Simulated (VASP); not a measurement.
Runs of VASP 6.6.1 on La. It takes space group P6_3/mmc (No. 194, hexagonal). The conventional cell has a = 3.750 Å, b = 3.750 Å, c = 6.070 Å, α = 90.00°, β = 90.00°, γ = 120.00°. La (site symmetry -6m2) has 12 La at 3.73 to 3.75 Å as nearest neighbours. This isn't the form of La at room conditions, which is double hcp.

```csv
task,level,potentials or basis,cell,gap on the mesh (eV),pressure (GPa)
electric field gradients,PBE,"VASP PAW PBE potentials, release 64 (La)","volume scaled by 0.95, crystal datasets",none,2.0
single point,PBE,"VASP PAW PBE potentials, release 64 (La)",as given,none,0.5
single point,LDA,"VASP PAW LDA potentials, release 64 (La)",as given,none,-3.1
single point,r2SCAN,"VASP PAW PBE potentials, release 64 (La)",as given,none,(a)
```

Alike in all rows: no spin polarisation; k mesh 11 × 11 × 6; cutoff (eV) 520; smearing fermi-dirac 0.05 eV.

**Question.** Estimate the missing entries.

**Answer.** (a) 0.7.

Caveats: the PAW data sets were made with another functional, which shifts forces and pressure a little (some runs).

A k mesh can miss the band edges, and the runs leave out spin-orbit coupling on La.

A gap of «none» marks a metal or a gap under the smearing width.
